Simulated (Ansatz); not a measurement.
# Se on K(100): change of the work function, part 3 of 5

How does Se on the hollow site change the work function of K(100) as the layer fills?

Ansatz 0.2.0; plane-wave DFT, PBE, Ansatz PAW (the session's first sound run).

So far, work function, upper face (eV): step 2 (the clean slab) 2.24; step 3 (46 atoms, coverage 0.111 ML, cell 3x3) 2.23.

**4. The covered slab, k-mesh 3×3×1, coverage 0.25 ML**

System of this step: K20Se (Se/K(100)). The cell holds 21 atoms: 20 K and 1 Se. Cell: a = 10.460 Å, b = 10.460 Å, c = 29.172 Å, α = 90.0°, β = 90.0°, γ = 90.0°. Vacuum lies along c.

Another coverage, to see how the dipoles act on each other as their distance changes.

The input, input.yaml:

```yaml
crystal:
  lattice:
    - [10.46, 0.0, 0.0]
    - [0.0, 10.46, 0.0]
    - [0.0, 0.0, 29.1720629534]
  atoms:
    - { symbol: K, position: [0.0, 0.0, 0.3085143486] }
    - { symbol: K, position: [0.25, 0.25, 0.3981549066] }
    - { symbol: K, position: [0.0, 0.0, 0.4894652658] }
    - { symbol: K, position: [0.25, 0.25, 0.5812524765] }
    - { symbol: K, position: [0.0, 0.0, 0.6743459653] }
    - { symbol: K, position: [0.0, 0.5, 0.3085143486] }
    - { symbol: K, position: [0.25, 0.75, 0.3981549066] }
    - { symbol: K, position: [0.0, 0.5, 0.4894652658] }
    - { symbol: K, position: [0.25, 0.75, 0.5812524765] }
    - { symbol: K, position: [0.0, 0.5, 0.6743459653] }
    - { symbol: K, position: [0.5, 0.0, 0.3085143486] }
    - { symbol: K, position: [0.75, 0.25, 0.3981549066] }
    - { symbol: K, position: [0.5, 0.0, 0.4894652658] }
    - { symbol: K, position: [0.75, 0.25, 0.5812524765] }
    - { symbol: K, position: [0.5, 0.0, 0.6743459653] }
    - { symbol: K, position: [0.5, 0.5, 0.3085143486] }
    - { symbol: K, position: [0.75, 0.75, 0.3981549066] }
    - { symbol: K, position: [0.5, 0.5, 0.4894652658] }
    - { symbol: K, position: [0.75, 0.75, 0.5812524765] }
    - { symbol: K, position: [0.5, 0.5, 0.6743459653] }
    - { symbol: Se, position: [0.25, 0.25, 0.6914856514] }
kpoints:
  mp_grid: { grid: [3, 3, 1] }
hamiltonian:
  xc: pbe
scf:
  occupations: { method: fermi_dirac, width: 0.1 }
  convergence: { dr2_threshold: 1.0e-08 }
efield:
  axis: 3
  dipole_correction: true
  ramp_position: 0.97
  ramp_width: 0.06
relax:
  f_tol: 0.02
  max_steps: 60
  constraints: [{ sites: [0, 1, 5, 6, 10, 11, 15, 16] }]
output:
  bader: true
  dos: { projected: true, e_range: [-8, 4] }
  write_potential: true
  write_density: true
  volumetric_format: npy
  elf: true
```

On the command line:

```console
$ ansatz run input.yaml --threads 4 --pin off --max-ram 12288MiB --backend cpu --events-out ev --progress --plain --runs-dir out
```

Numbers of over 12 decimals in the logs are rounded to 6 here.

What it wrote:

```text
[...]
Crystal: 21 atoms, lattice volume = 3191.762 Å³
Basis set: ecut = 420 eV, 62301 PW (Γ), exchange–correlation on 144×144×400 points (8 copies of the dense FFT grid, shifted against one another)
Bands: 119, of which v1, the nominal top of the filled ones, is band 98 counted from 1 (97 counted from 0)
Symmetry: 8 space group operations
[...]
k-points: 3 of 9
[...]
SCF iter   1: F=—  HF=-36225.552652 eV  |F-HF|=—  |Δ(HF+E_count)|=         —  Δρ=6.82e-4  dr2=2.32e-1  ethr=1.77e-3  p=-0.146 e·Å  D=-8.27e-3 V/Å  ΔV_dip=0.24 eV  dr2_dipole=7.58e-2  V_vac-E_F(+/−)=2.51/2.27 eV  ⟨swp⟩=17.3  Hψ=2209  notcnv=0
[...]
SCF iter   9: F=-36225.571050 eV  HF=-36225.571050 eV  |F-HF|=2.64e-9  |Δ(HF+E_count)|=   1.34e-8  Δρ=3.52e-7  dr2=8.61e-9  ethr=5.10e-12  p=-0.225 e·Å  D=-1.27e-2 V/Å  ΔV_dip=0.37 eV  dr2_dipole=7.08e-10  V_vac-E_F(+/−)=2.60/2.23 eV  ⟨swp⟩=11.7  Hψ=2909  notcnv=0
SCF 1 converged in 9 iterations: F = -36225.571050 eV  dr2 = 8.61e-9
[...]
relax step   1: F+E_penalty+E_count = -36225.57104996 eV  Δ(F+E_penalty+E_count) = +0.000e0 eV  max|allowed force component| = 4.716e-1 eV/Å  Δτ_max = 0.0000 Å  (9 SCF iters, accepted)
[...]
SCF iter   9: F=-36225.737312 eV  HF=-36225.737312 eV  |F-HF|=5.60e-10  |Δ(HF+E_count)|=   1.88e-9  Δρ=1.51e-7  dr2=1.90e-9  ethr=5.10e-12  p=-0.181 e·Å  D=-1.03e-2 V/Å  ΔV_dip=0.30 eV  dr2_dipole=8.91e-11  V_vac-E_F(+/−)=2.53/2.23 eV  ⟨swp⟩=11.7  Hψ=2246  notcnv=0
SCF 2 converged in 9 iterations: F = -36225.737312 eV  dr2 = 1.90e-9
relax step   2: F+E_penalty+E_count = -36225.73731231 eV  Δ(F+E_penalty+E_count) = -1.663e-1 eV  max|allowed force component| = 3.746e-1 eV/Å  Δτ_max = 0.0852 Å  (9 SCF iters, accepted)
SCF iter   1: F=—  HF=-36226.063344 eV  |F-HF|=—  |Δ(HF+E_count)|=         —  Δρ=6.86e-4  dr2=9.83e-2  ethr=4.44e-4  p=-0.181 e·Å  D=-1.03e-2 V/Å  ΔV_dip=0.30 eV  dr2_dipole=5.17e-2  V_vac-E_F(+/−)=2.51/2.21 eV  ⟨swp⟩=4.3  Hψ=794  notcnv=0
[...]
SCF iter  10: F=-36226.051779 eV  HF=-36226.051779 eV  |F-HF|=5.82e-10  |Δ(HF+E_count)|=  3.78e-10  Δρ=1.33e-7  dr2=2.48e-9  ethr=5.10e-12  p=-0.095 e·Å  D=-5.39e-3 V/Å  ΔV_dip=0.16 eV  dr2_dipole=3.98e-10  V_vac-E_F(+/−)=2.38/2.22 eV  ⟨swp⟩=10.3  Hψ=2136  notcnv=0
SCF 3 converged in 10 iterations: F = -36226.051779 eV  dr2 = 2.48e-9
relax step   3: F+E_penalty+E_count = -36226.05177877 eV  Δ(F+E_penalty+E_count) = -3.145e-1 eV  max|allowed force component| = 2.155e-1 eV/Å  Δτ_max = 0.1958 Å  (10 SCF iters, accepted)
[...]
relax step   4: F+E_penalty+E_count = -36226.23156504 eV  Δ(F+E_penalty+E_count) = -1.798e-1 eV  max|allowed force component| = 9.575e-2 eV/Å  Δτ_max = 0.1942 Å  (9 SCF iters, accepted)
[...]
relax step   5: F+E_penalty+E_count = -36226.26039834 eV  Δ(F+E_penalty+E_count) = -2.883e-2 eV  max|allowed force component| = 3.345e-2 eV/Å  Δτ_max = 0.2000 Å  (9 SCF iters, accepted)
SCF iter   1: F=—  HF=-36226.264874 eV  |F-HF|=—  |Δ(HF+E_count)|=         —  Δρ=2.42e-4  dr2=1.03e-2  ethr=2.27e-5  p=-0.007 e·Å  D=-4.07e-4 V/Å  ΔV_dip=0.01 eV  dr2_dipole=5.29e-3  V_vac-E_F(+/−)=2.23/2.22 eV  ⟨swp⟩=3.7  Hψ=812  notcnv=0
[...]
SCF iter   9: F=-36226.263644 eV  HF=-36226.263644 eV  |F-HF|=2.91e-11  |Δ(HF+E_count)|=   1.68e-9  Δρ=2.01e-7  dr2=2.50e-9  ethr=5.10e-12  p=0.015 e·Å  D=8.62e-4 V/Å  ΔV_dip=-0.03 eV  dr2_dipole=1.43e-11  V_vac-E_F(+/−)=2.20/2.22 eV  ⟨swp⟩=8.0  Hψ=2133  notcnv=0
SCF 6 converged in 9 iterations: F = -36226.263644 eV  dr2 = 2.50e-9
relax step   6: F+E_penalty+E_count = -36226.26364442 eV  Δ(F+E_penalty+E_count) = -3.246e-3 eV  max|allowed force component| = 1.218e-2 eV/Å  Δτ_max = 0.0685 Å  (9 SCF iters, accepted)
[...]
SCF converged after 9 iterations
Free energy (F): -36226.263644 eV
[...]
Internal energy: -36225.712654 eV  (E = F + TS)
E sigma→0 (E₀):  -36225.988149 eV
Entropy (-TS):   -0.550990 eV (-26.238 meV/atom)
Fermi energy:    -0.262075 eV
Dipole field:    D = 0.000860 V/Å  (p = 0.015176 e·Å, saw-weighted, corrected)
Work function:   Φ+ = 2.1985 eV   Φ− = 2.2236 eV
[...]
--- Forces (eV/Å), atoms counted from 1 ---
  atom   1  K      0.00303447     0.00303447    -0.02437701
  atom   2  K      0.00000000     0.00000000     0.04607155
  atom   3  K      0.00084213     0.00084213    -0.00112568
  atom   4  K      0.00000000     0.00000000     0.00143620
  atom   5  K     -0.00560422    -0.00560422    -0.00378641
  atom   6  K      0.00303447    -0.00303447    -0.02437701
  atom   7  K     -0.00000000     0.00000000     0.02477560
  atom   8  K      0.00084213    -0.00084213    -0.00112568
  atom   9  K      0.00000000     0.00000000     0.00585071
  atom  10  K     -0.00560422     0.00560422    -0.00378641
  atom  11  K     -0.00303447     0.00303447    -0.02437701
  atom  12  K      0.00000000     0.00000000     0.02477560
  atom  13  K     -0.00084213     0.00084213    -0.00112568
  atom  14  K     -0.00000000     0.00000000     0.00585071
  atom  15  K      0.00560422    -0.00560422    -0.00378641
  atom  16  K     -0.00303447    -0.00303447    -0.02437701
  atom  17  K      0.00000000     0.00000000    -0.00800490
  atom  18  K     -0.00084213    -0.00084213    -0.00112568
  atom  19  K     -0.00000000     0.00000000     0.00422030
  atom  20  K      0.00560422     0.00560422    -0.00378641
  atom  21  Se     0.00000000     0.00000000     0.01218187
  max |Σ_I F_I| component: 1.27e-6 eV/Å
--- Band table (eV) ---
  k-point 0: bands = [... 94 lower, -0.7744, -0.7103, -0.3572, -0.2579, -0.2579, -0.1670, -0.1176, 0.3490, ... 17 higher]
  k-point 1: bands = [... 94 lower, -0.6276, -0.5906, -0.3320, -0.2098, -0.1741, -0.1234, -0.0655, -0.0074, ... 17 higher]
  k-point 2: bands = [... 94 lower, -0.8742, -0.8081, -0.6195, -0.4002, -0.1858, -0.1044, 0.1299, 0.3096, ... 17 higher]
--- Relaxed structure (6 steps of the walk, 6 accepted, 0 SCFs on fresh bases) ---
  F+E_penalty+E_count = -36226.26364442 eV   max|allowed force component| = 1.218e-2 eV/Å
  atoms:
    - { symbol: K, position: [0.0, 0.0, 0.3085143486] }
    - { symbol: K, position: [0.25, 0.25, 0.398155] }
    - { symbol: K, position: [-0.00726152, -0.00726152, 0.489053] }
    - { symbol: K, position: [0.25, 0.25, 0.573155] }
    - { symbol: K, position: [0.036723, 0.036723, 0.678694] }
    - { symbol: K, position: [0.0, 0.5, 0.3085143486] }
    - { symbol: K, position: [0.25, 0.75, 0.398155] }
    - { symbol: K, position: [-0.00726152, 0.507262, 0.489053] }
    - { symbol: K, position: [0.25, 0.75, 0.579855] }
    - { symbol: K, position: [0.036723, 0.463277, 0.678694] }
    - { symbol: K, position: [0.5, 0.0, 0.3085143486] }
    - { symbol: K, position: [0.75, 0.25, 0.398155] }
    - { symbol: K, position: [0.507262, -0.00726152, 0.489053] }
    - { symbol: K, position: [0.75, 0.25, 0.579855] }
    - { symbol: K, position: [0.463277, 0.036723, 0.678694] }
    - { symbol: K, position: [0.5, 0.5, 0.3085143486] }
    - { symbol: K, position: [0.75, 0.75, 0.398155] }
    - { symbol: K, position: [0.507262, 0.507262, 0.489053] }
    - { symbol: K, position: [0.75, 0.75, 0.595258] }
    - { symbol: K, position: [0.463277, 0.463277, 0.678694] }
    - { symbol: Se, position: [0.25, 0.25, 0.681651] }
--- Bader charges: 21 sites ---
  site symbol  charge [e]  shift [e]
     0      K     -0.1240     0.0000
     1      K      0.1995     0.0000
     2      K     -0.1024     0.0000
     3      K      0.5223     0.0000
     4      K      0.5403     0.0000
     5      K     -0.1238     0.0000
     6      K      0.1479     0.0000
     7      K     -0.1024     0.0000
     8      K     -0.4399     0.0000
     9      K      0.5403     0.0000
    10      K     -0.1237     0.0000
    11      K      0.1479     0.0000
    12      K     -0.1023     0.0000
    13      K     -0.4399     0.0000
    14      K      0.5403     0.0000
    15      K     -0.1238     0.0000
    16      K      0.0571     0.0000
    17      K     -0.1023     0.0000
    18      K      0.1446     0.0000
    19      K      0.5403     0.0000
    20     Se     -1.5958     0.0000
  estimated error of the sums over rays = 5.3e-4 e
```

Wall time 3.5 min (4 threads of Arm Neoverse V2, shared host); peak memory 5.5 GiB; 14 min of CPU time.

Step by step:

```
step  energy less that of the first step (eV)  largest force component (eV/Å)
   1                                   0.0000                          0.4716
   2                                  -0.1663                          0.3746
   3                                  -0.4807                          0.2155
   4                                  -0.6605                          0.0958
   5                                  -0.6893                          0.0335
   6                                  -0.6926                          0.0122
```

The run keeps the 8 symmetry operations that it works with, so distortions that break them were not tested.

The atoms that moved most (Å):

```
atom      dx      dy      dz  length
 K20  -0.384  -0.384   0.127   0.558
 K15  -0.384   0.384   0.127   0.558
 K10   0.384  -0.384   0.127   0.558
  K5   0.384   0.384   0.127   0.558
 K19   0.000   0.000   0.409   0.409
Se21   0.000   0.000  -0.287   0.287
  K4   0.000   0.000  -0.236   0.236
  K3  -0.076  -0.076  -0.012   0.108
```

The relaxed structure:

```
K Se
1.0
    10.46000    0.00000    0.00000
     0.00000   10.46000    0.00000
     0.00000    0.00000   29.17206
K Se
20 1
Direct
  0.00000 0.00000 0.30851
  0.25000 0.25000 0.39815
  0.99274 0.99274 0.48905
  0.25000 0.25000 0.57316
  0.03672 0.03672 0.67869
  0.00000 0.50000 0.30851
  0.25000 0.75000 0.39815
  0.99274 0.50726 0.48905
  0.25000 0.75000 0.57986
  0.03672 0.46328 0.67869
  0.50000 0.00000 0.30851
  0.75000 0.25000 0.39815
  0.50726 0.99274 0.48905
  0.75000 0.25000 0.57986
  0.46328 0.03672 0.67869
  0.50000 0.50000 0.30851
  0.75000 0.75000 0.39815
  0.50726 0.50726 0.48905
  0.75000 0.75000 0.59526
  0.46328 0.46328 0.67869
  0.25000 0.25000 0.68165
```

Numbers from this step:

```yaml
energy_at_zero_smearing: -36225.9881 eV
work_function_upper_face: 2.198 eV
work_function_lower_face: 2.224 eV
dipole_along_the_normal: 0.01518 e·Å
step_between_the_vacuum_levels: -0.02508 eV
```

The density of states has structure finer than the step of the table below, so its rows give means over 0.25 eV, whole bins alone (the curve runs from -8 to 1.26 eV). Peaks (eV: height): -2.140: 108, -1.140: 38.2, 0.150: 63.3, 0.570: 55.4, 0.840: 43.7, 0.900: 45.2, 0.990: 80.0.

The density of states by energy, zero at the Fermi level; means over each step:

energy (eV), density of states (states/eV a cell) and a bar:
```
    -2.50          0 
    -2.25         13 ############
    -2.00         20 ##################
    -1.75          6 ######
    -1.50          1 #
    -1.25         13 ############
    -1.00          8 ########
    -0.75          6 ######
    -0.50         19 #################
    -0.25          9 #########
     0.00         16 ###############
     0.25         17 ################
     0.50         27 #########################
     0.75         24 ######################
     1.00         32 ##############################
```

Projected DOS per atom over height of the atomic layer and energy from the Fermi level. Layers: K4 K4 K4 K3 K K4Se from below.

Values in states/eV, 22 rows by 6 columns, each cell a mean:
```
0.33 0.30 0.37 0.40 0.48 0.46
0.66 0.70 0.64 0.63 0.49 0.69
0.85 0.71 0.46 0.58 0.67 0.65
0.65 0.48 0.63 0.46 0.41 0.41
0.78 0.65 0.81 0.68 0.79 0.34
0.51 0.55 0.49 0.51 0.67 0.22
0.18 0.32 0.28 0.15 0.26 0.10
0.12 0.26 0.26 0.29 0.11 0.80
0.00 0.00 0.01 0.05 0.02 1.79
0.00 0.00 0.00 0.00 0.00 0.00
0.00 0.00 0.00 0.00 0.00 0.00
0.00 0.00 0.00 0.00 0.00 0.00
0.00 0.00 0.00 0.00 0.00 0.00
0.00 0.00 0.00 0.00 0.00 0.00
0.00 0.00 0.00 0.00 0.00 0.00
0.00 0.00 0.00 0.00 0.00 0.00
0.00 0.00 0.00 0.00 0.00 0.00
0.00 0.00 0.00 0.00 0.00 0.00
0.00 0.00 0.00 0.00 0.00 0.00
0.00 0.00 0.00 0.00 0.00 0.00
0.00 0.00 0.00 0.00 0.00 0.00
0.00 0.00 0.00 0.00 0.00 0.00
```
Columns: height of the atomic layer (Å) from 9 to 19.8 (not evenly spaced); rows upwards: energy from the Fermi level (eV) from -7.96 to 1.25.

Electrostatic potential energy in the ca plane at fractional y = 0.250, with atoms of K and Se within 0.2 Å of it. With pseudopotentials it is smooth inside the atoms' cores, unlike the true potential.

Ten even steps from '0' (-26 eV) to '9' (3 eV), each cell a mean:
```
99999999999999999999999999999999999999999999
99999999999999999999999999999999999999999999
88999999999988888999999999999999999999999999
57889999999875567899999999999999999999999999
02689999998730004789999999999999999999999999
00589999998600001789999999999999999999999999
01589999998610002789999999999999999999999999
25789999998752136889999999999999999999999999
78899999999887778899999999999999999999999999
89999999999998889999999999999999999999999999
99999999999999999999999999999999999999999999
99999999999999999999999999999999999999999999
99999999999999999999999999999999999999999999
99999999999999999999999999999999999999999999
88999999999888889999999999999999999999999999
57889999998765578999865689999999999999999999
02689999998510027898423248999999999999999999
00589999987300005897256527999999999999999999
00589999987300006897346427999999999999999999
25789999998731247999632369999999999999999999
78899999999877788999988899999999999999999999
89999999999998899999999999999999999999999999
99999999999999999999999999999999999999999999
99999999999999999999999999999999999999999999
```
Columns run along c (16.0 Å, from fractional 0.41 to 0.95 of the cell; values clipped at the 3rd and 97th percentile), rows up along a (10.5 Å). Atoms in or near the plane, at fractional coordinates: K at (0.57, 0.25), K at (0.58, 0.75), Se at (0.68, 0.25).

Valence density in the ca plane at fractional y = 0.250, with atoms of K and Se within 0.2 Å of it. It is the smooth field of the valence electrons, not physical close to the nuclei.

Ten steps, logarithmic in the rise over the least value, from '0' (0 e/Å³) to '9' (30 e/Å³), each cell a mean:
```
00000000000000000000000000000000000000000000
00000000000000000000000000000000000000000000
00000000000000000000000000000000000000000000
11000000000001210000000000000000000000000000
43100000000124442000000000000000000000000000
54200000000145553100000000000000000000000000
54100000000135553100000000000000000000000000
32000000000023331000000000000000000000000000
00000000000000100000000000000000000000000000
00000000000000000000000000000000000000000000
00000000000000000000000000000000000000000000
00000000000000000000000000000000000000000000
00000000000000000000000000000000000000000000
00000000000000000000000000000000000000000000
00000000000000000000001000000000000000000000
21000000000012210000122210000000000000000000
43100000000134431001246521000000000000000000
54200000000355542001379841000000000000000000
54100000000245541001368731000000000000000000
32000000000123320001233321000000000000000000
00000000000001000000111110000000000000000000
00000000000000000000000000000000000000000000
00000000000000000000000000000000000000000000
00000000000000000000000000000000000000000000
```
Columns run along c (16.0 Å, from fractional 0.41 to 0.95 of the cell), rows up along a (10.5 Å). Atoms in or near the plane, at fractional coordinates: K at (0.57, 0.25), K at (0.58, 0.75), Se at (0.68, 0.25).

ELF in the ca plane at fractional y = 0.250, with atoms of K and Se within 0.2 Å of it. It is the smooth field of the valence electrons, not physical close to the nuclei.

Values, 13 rows by 16 columns, each cell a mean:
```
0.23 0.46 0.55 0.54 0.30 0.19 0.26 0.18 0.09 0.06 0.03 0.01 0.00 0.00 0.00 0.00
0.17 0.19 0.53 0.28 0.14 0.25 0.11 0.48 0.41 0.24 0.09 0.02 0.00 0.00 0.00 0.00
0.75 0.11 0.43 0.11 0.66 0.82 0.25 0.44 0.68 0.47 0.18 0.04 0.01 0.00 0.00 0.00
0.79 0.12 0.41 0.10 0.72 0.80 0.31 0.42 0.70 0.49 0.20 0.04 0.01 0.00 0.00 0.00
0.33 0.14 0.51 0.21 0.26 0.44 0.11 0.49 0.52 0.31 0.12 0.03 0.01 0.00 0.00 0.00
0.15 0.40 0.55 0.49 0.20 0.11 0.24 0.26 0.14 0.09 0.04 0.01 0.00 0.00 0.00 0.00
0.37 0.51 0.56 0.57 0.41 0.25 0.17 0.11 0.11 0.09 0.04 0.01 0.00 0.00 0.00 0.00
0.09 0.34 0.57 0.34 0.08 0.05 0.15 0.46 0.55 0.41 0.15 0.03 0.00 0.00 0.00 0.00
0.50 0.11 0.46 0.10 0.53 0.54 0.25 0.76 0.78 0.68 0.29 0.06 0.01 0.00 0.00 0.00
0.80 0.13 0.33 0.15 0.80 0.79 0.32 0.68 0.47 0.74 0.35 0.08 0.01 0.00 0.00 0.00
0.66 0.10 0.41 0.10 0.68 0.69 0.27 0.77 0.74 0.71 0.32 0.07 0.01 0.00 0.00 0.00
0.09 0.26 0.56 0.25 0.09 0.09 0.18 0.59 0.67 0.50 0.19 0.03 0.00 0.00 0.00 0.00
0.32 0.49 0.56 0.55 0.34 0.19 0.14 0.15 0.18 0.14 0.06 0.01 0.00 0.00 0.00 0.00
```
Columns run along c (16.0 Å, from fractional 0.41 to 0.95 of the cell), rows up along a (10.5 Å). Atoms in or near the plane, at fractional coordinates: K at (0.57, 0.25), K at (0.58, 0.75), Se at (0.68, 0.25).

The relaxation took 6 steps and lowered the energy by 0.69 eV; the largest force on the free atoms ends at 0.012 eV/Å.

By hand: a sheet of dipoles makes a step −p/(ε₀A) in the electron's potential. With e/ε₀ = 180.95 V·Å, p = 0.01518 e·Å and A = 109.41 Å², that is −180.95 × (0.01518) / 109.41 = -0.025 eV, and the two vacuum levels of the run differ by -0.025 eV.

The covered face has 2.20 eV, -0.04 eV against the clean one; the bare back face has moved by -0.02 eV, a measure of how thin the slab is. The added atoms end 0.1 Å over the highest substrate atom on average, so this is no overlayer any more.

(Continued in part 4 of 5.)

[Logs are printed without paths, hosts, clocks, repeated set-up lines and the standing remarks that a program may print on its own settings, such as how far it seeks lower states.]

[Hosts, paths, dates, database ids (printed as entryN), source tags and the programs' standing remarks are cut or masked in the printed files.]

[Maps of the electrostatic potential energy from Ansatz leave out the sawtooth potential of an applied field or a dipole correction, so their vacuum need not be flat; planar profiles and work functions include it.]

[The density of states shown here was stored with 400 of the rows of the run's finer table, so its peaks can read low, often by over a quarter, or be missed, and its means over a window can be off by a tenth or more.]
